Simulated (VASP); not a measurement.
# BAs (F-43m) in VASP: notebook, part 2 of 2

VASP 6.6.1.

## Step 4: Elastic constants, PBEsol

File POSCAR:

```
BAs
1.0
    0.0000000000      2.3885000000      2.3885000000
    2.3885000000      0.0000000000      2.3885000000
    2.3885000000      2.3885000000      0.0000000000
  B               As
     1     1
Direct
     0.0000000000000000    0.0000000000000000    0.0000000000000000
     0.2500000000000000    0.2500000000000000    0.2500000000000000
```

File INCAR.step1:

```
SYSTEM = BAs
  PREC = Accurate
  ENCUT = 600
  EDIFF = 1E-8
  ISMEAR = 0
  SIGMA = 0.03
  LREAL = .FALSE.
  LASPH = .TRUE.
  NELM = 80
  ALGO = Normal
  ISIF = 3
  LWAVE = .FALSE.
  LCHARG = .FALSE.
  GGA = PS
  IBRION = 2
  NSW = 40
  EDIFFG = -0.002
```

File INCAR.step2:

```
SYSTEM = BAs
  PREC = Accurate
  ENCUT = 600
  EDIFF = 1E-8
  ISMEAR = 0
  SIGMA = 0.03
  LREAL = .FALSE.
  LASPH = .TRUE.
  NELM = 80
  ALGO = Normal
  ISIF = 3
  LWAVE = .FALSE.
  LCHARG = .FALSE.
  GGA = PS
  IBRION = 6
  NFREE = 2
  POTIM = 0.015
  NSW = 1
```

File KPOINTS:

```
regular mesh
0
G
  10 10 10
  0 0 0
```

Potentials or basis: VASP PAW PBE potentials, release 64 (B, As).

The run is started by

```sh
cat potpaw_PBE.64/B/POTCAR potpaw_PBE.64/As/POTCAR > POTCAR
cp INCAR.step1 INCAR
mpirun -np 1 vasp_std > vasp.out
cp CONTCAR POSCAR
cp INCAR.step2 INCAR
mpirun -np 1 vasp_std > vasp.out
```

OUTCAR:

```text
SYSTEM = BAs
   PREC = Accurate
   ENCUT = 600
   EDIFF = 1E-8
   ISMEAR = 0
   LREAL = .FALSE.
   LASPH = .TRUE.
   NELM = 80
   ISIF = 3
   GGA = PS
   IBRION = 6
   NFREE = 2
   POTIM = 0.015
   NSW = 1

 ion  position               nearest neighbor table
   1  0.000  0.000  0.000-   2 2.07   2 2.07   2 2.07   2 2.07
   2  0.250  0.250  0.250-   1 2.07   1 2.07   1 2.07   1 2.07

  LATTYP: Found a face centered cubic cell.
 ALAT       =     4.7775231945

  Lattice vectors:

 A1 = (   0.0000000000,   2.3887615973,   2.3887615973)
 A2 = (   2.3887615973,   0.0000000000,   2.3887615973)
 A3 = (   2.3887615973,   2.3887615973,   0.0000000000)

Analysis of symmetry for initial positions (statically):
=====================================================================
 Subroutine PRICEL returns:
 Original cell was already a primitive cell.

 Routine SETGRP: Setting up the symmetry group for a
 face centered cubic supercell.

 Subroutine GETGRP returns: Found 24 space group operations
 (whereof 24 operations were pure point group operations)
 out of a pool of 48 trial point group operations.

The static configuration has the point symmetry T_d .

Analysis of symmetry for dynamics (positions and initial velocities):
=====================================================================
 Subroutine PRICEL returns:
 Original cell was already a primitive cell.

 Routine SETGRP: Setting up the symmetry group for a
 face centered cubic supercell.

 Subroutine GETGRP returns: Found 24 space group operations
 (whereof 24 operations were pure point group operations)
 out of a pool of 48 trial point group operations.

The dynamic configuration has the point symmetry T_d .

 Subroutine INISYM returns: Found 24 space group operations
 (whereof 24 operations are pure point group operations),
 and found     1 'primitive' translations

----------------------------------------------------------------------------------------

                                     Primitive cell

  volume of cell :      27.2614

  direct lattice vectors                    reciprocal lattice vectors
     0.000000000  2.388761597  2.388761597    -0.209313479  0.209313479  0.209313479
     2.388761597  0.000000000  2.388761597     0.209313479 -0.209313479  0.209313479
     2.388761597  2.388761597  0.000000000     0.209313479  0.209313479 -0.209313479

  length of vectors
     3.378219048  3.378219048  3.378219048     0.362541580  0.362541580  0.362541580

  position of ions in fractional coordinates (direct lattice)
     0.000000000  0.000000000  0.000000000
     0.250000000  0.250000000  0.250000000

[... 235 lines left out ...]

 number of electron       8.0000000 magnetization

------------------------ aborting loop because EDIFF is reached ----------------------------------------
[... 67 lines left out ...]
--------------------------------------- Ionic step       17  -------------------------------------------

 number of electron       8.0000000 magnetization

 Free energy of the ion-electron system (eV)
  ---------------------------------------------------
  ext. energy  EPLUGINS =         0.00000000
  ---------------------------------------------------
  free energy    TOTEN  =       -12.20291166 eV

  energy without entropy =      -12.20291166  energy(sigma->0) =      -12.20291166

 E-fermi :   6.2782     XC(G=0): -10.7296

 val. band max:        6.1455591958   @ k =   0.0000   0.0000   0.0000
 cond. band min:       7.1144954784   @ k =   0.0000   0.4000   0.4000
 fundamental gap:      0.9689362826
 Fermi energy:         6.2781676599

 k-point     1 :       0.0000    0.0000    0.0000
  band No.  band energies     occupation
      1      -9.3940      2.00000
      2       5.9341      2.00000
      3       6.0409      2.00000
      4       6.1456      2.00000
      5       9.1983      0.00000
      6       9.2781      0.00000
      7       9.3609      0.00000
      8      10.7176      0.00000
[... 243 lines left out ...]
 k-point    24 :       0.4000    0.3000    0.0000
  band No.  band energies     occupation
      1      -6.7430      2.00000
      2      -0.4443      2.00000
      3       2.0600      2.00000
      4       2.5308      2.00000
      5       7.6409      0.00000
      6       9.3299      0.00000
      7      14.8491      0.00000
      8      15.1039      0.00000

 [... further k-points ...]
[... 5 lines left out ...]
  --------------------------------------------------------------------------------------
  -------------------------------------------------------------------------------------
  Total        0.0013931      0.0049276      0.0049276      0.0000000      0.1137240      0.0000000
  in kB        0.0818742      0.2896006      0.2896006      0.0000000      6.6836608      0.0000000
  external PRESSURE =       0.2203584 kB  Pullay stress =       0.0000000 kB
[... 17 lines left out ...]
  FREE ENERGIE OF THE ION-ELECTRON SYSTEM (eV)
  ---------------------------------------------------
  free  energy   TOTEN  =       -12.2029116586 eV

  energy  without entropy=      -12.2029116586  energy(sigma->0) =      -12.20291166

 INTERNAL STRAIN TENSORS FROM STRAINED CELLS
 ============================================

 INTERNAL STRAIN TENSOR FOR ION    1 for displacements in x,y,z  (eV/Angst):
          X           Y           Z          XY          YZ          ZX
  --------------------------------------------------------------------------------
  x    -0.00000    -0.00000    -0.00000     0.00000     7.58275    -0.00000
  y     0.00000    -0.00000    -0.00000     0.00000    -0.00000     7.58275
  z     0.00000    -0.00000    -0.00000     7.58269    -0.00000     0.00000

 INTERNAL STRAIN TENSORS FROM DISPLACED ATOMS
 ============================================

 INTERNAL STRAIN TENSOR FOR ION    1 for displacements in x,y,z  (eV/Angst):
          X           Y           Z          XY          YZ          ZX
  --------------------------------------------------------------------------------
  x     0.00000     0.00000     0.00000     0.00000     7.58363     0.00000
  y     0.00000    -0.00000     0.00000     0.00000     0.00000     7.58363
  z     0.00000     0.00000     0.00000     7.58363     0.00000     0.00000

 INTERNAL STRAIN TENSOR FOR ION    2 for displacements in x,y,z  (eV/Angst):
          X           Y           Z          XY          YZ          ZX
  --------------------------------------------------------------------------------
  x    -0.00000    -0.00000    -0.00000     0.00000    -7.57797     0.00000
  y     0.00000    -0.00000     0.00000     0.00000     0.00000    -7.57797
  z    -0.00000    -0.00000    -0.00000    -7.57797     0.00000     0.00000

 Eigenvectors and eigenvalues of the dynamical matrix
 ----------------------------------------------------

   1 f  =   20.736127 THz   130.288929 2PiTHz  691.682747 cm-1    85.757692 meV
             X         Y         Z           dx          dy          dz
      0.000000  0.000000  0.000000     0.000000    0.934826    0.000000
      1.194381  1.194381  1.194381     0.000000   -0.355107    0.000000
[... 21 lines left out ...]
   6 f/i=    0.000015 THz     0.000093 2PiTHz    0.000492 cm-1     0.000061 meV
             X         Y         Z           dx          dy          dz
      0.000000  0.000000  0.000000     0.000000   -0.355107    0.000000
      1.194381  1.194381  1.194381     0.000000   -0.934826    0.000000

--------------------------------------------------------------------------------------------------------

 ELASTIC MODULI CONTR FROM IONIC RELAXATION (kBar)
 Direction    XX          YY          ZZ          XY          YZ          ZX
 --------------------------------------------------------------------------------
 XX          -0.0000     -0.0000     -0.0000     -0.0000     -0.0000      0.0000
 YY          -0.0000     -0.0000     -0.0000     -0.0000     -0.0000     -0.0000
 ZZ          -0.0000     -0.0000     -0.0000     -0.0000     -0.0000      0.0000
 XY          -0.0000     -0.0000     -0.0000   -203.1937      0.0000     -0.0000
 YZ          -0.0000     -0.0000     -0.0000      0.0000   -203.1937     -0.0000
 ZX           0.0000     -0.0000      0.0000     -0.0000     -0.0000   -203.1937
 --------------------------------------------------------------------------------

 TOTAL ELASTIC MODULI (kBar)
 Direction    XX          YY          ZZ          XY          YZ          ZX
 --------------------------------------------------------------------------------
 XX        2766.7450    730.0990    730.0990     -0.0000     -0.0000     -0.0000
 YY         730.0990   2766.7450    730.0990     -0.0000     -0.0000     -0.0000
 ZZ         730.0990    730.0990   2766.7450     -0.0000     -0.0000      0.0000
 XY          -0.0000     -0.0000     -0.0000   1487.8062      0.0000     -0.0000
 YZ          -0.0000     -0.0000     -0.0000      0.0000   1487.8062     -0.0000
 ZX          -0.0000     -0.0000      0.0000     -0.0000     -0.0000   1487.8062
 --------------------------------------------------------------------------------
```

It took 5.9 min on 1 thread of Intel Xeon Platinum 8375C at 2.90GHz (Ice Lake), shared host; peak memory 0.29 GiB.

What came out:

* Elastic constants C11, C12, C44: 277, 73, 149 GPa
* Voigt bulk modulus: 141 GPa
* Highest phonon frequency at Γ, LO-TO splitting left out: 692 cm⁻¹

Phonon frequencies in cm⁻¹ (negative: imaginary):
| q point | frequencies |
| --- | --- |
| (0.000, 0.000, 0.000) | 0 0 0 692 692 692 |

Elastic tensor in Voigt notation (GPa, in the Cartesian axes of the cell as first typed):
```
277  73  73   0   0   0
 73 277  73   0   0   0
 73  73 277   0   0   0
  0   0   0 149   0   0
  0   0   0   0 149   0
  0   0   0   0   0 149
```

Clamped-ion elastic tensor (GPa):
```
277  73  73   0   0   0
 73 277  73   0   0   0
 73  73 277   0   0   0
  0   0   0 169   0   0
  0   0   0   0 169   0
  0   0   0   0   0 169
```

Caveat: the PAW data sets were made with another functional, which shifts forces and pressure a little.

## Step 5: Elastic constants, LDA

This run uses another cell than the first one, of 13.33 Å³/atom, 0.978 times its volume.

File POSCAR:

```
BAs
1.0
    0.0000000000      2.3711456976      2.3711456976
    2.3711456976      0.0000000000      2.3711456976
    2.3711456976      2.3711456976      0.0000000000
  B               As
     1     1
Direct
     0.0000000000000000    0.0000000000000000    0.0000000000000000
     0.2500000000000000    0.2500000000000000    0.2500000000000000
```

File INCAR.step1:

```
PREC = Accurate
ENCUT = 600
EDIFF = 1E-8
ISMEAR = 0
SIGMA = 0.03
LREAL = False
LASPH = True
NELM = 80
ALGO = Normal
ISIF = 3
LWAVE = False
LCHARG = False
IBRION = 2
NSW = 40
EDIFFG = -0.002
```

File INCAR.step2:

```
PREC = Accurate
ENCUT = 600
EDIFF = 1E-8
ISMEAR = 0
SIGMA = 0.03
LREAL = False
LASPH = True
NELM = 80
ALGO = Normal
ISIF = 3
LWAVE = False
LCHARG = False
IBRION = 6
NFREE = 2
POTIM = 0.015
NSW = 1
```

File KPOINTS:

```
regular mesh
0
Gamma
  10 10 10
```

Potentials or basis: VASP PAW LDA potentials, release 64 (B, As).

The run is started by

```sh
cat potpaw_LDA.64/B/POTCAR potpaw_LDA.64/As/POTCAR > POTCAR
cp INCAR.step1 INCAR
mpirun -np 1 vasp_std > vasp.out
cp CONTCAR POSCAR
cp INCAR.step2 INCAR
mpirun -np 1 vasp_std > vasp.out
```

Run time: 14 min. Hardware: 1 thread of AMD EPYC 7R43 (Zen 3), shared host; peak memory 0.24 GiB.

The run converged. Its results:

* Elastic constants C11, C12, C44: 288, 77, 155 GPa
* Voigt bulk modulus: 148 GPa
* Highest phonon frequency at Γ, LO-TO splitting left out: 700 cm⁻¹

Phonon frequencies in cm⁻¹ (negative: imaginary):
```csv
q point,frequencies
"(0.000, 0.000, 0.000)",0 0 0 700 700 700
```

Elastic tensor in Voigt notation (GPa, in the Cartesian axes of the cell as first typed):
```
288  77  77   0   0   0
 77 288  77   0   0   0
 77  77 288   0   0   0
  0   0   0 155   0   0
  0   0   0   0 155   0
  0   0   0   0   0 155
```

Clamped-ion elastic tensor (GPa):
```
288  77  77   0   0   0
 77 288  77   0   0   0
 77  77 288   0   0   0
  0   0   0 176   0   0
  0   0   0   0 176   0
  0   0   0   0   0 176
```
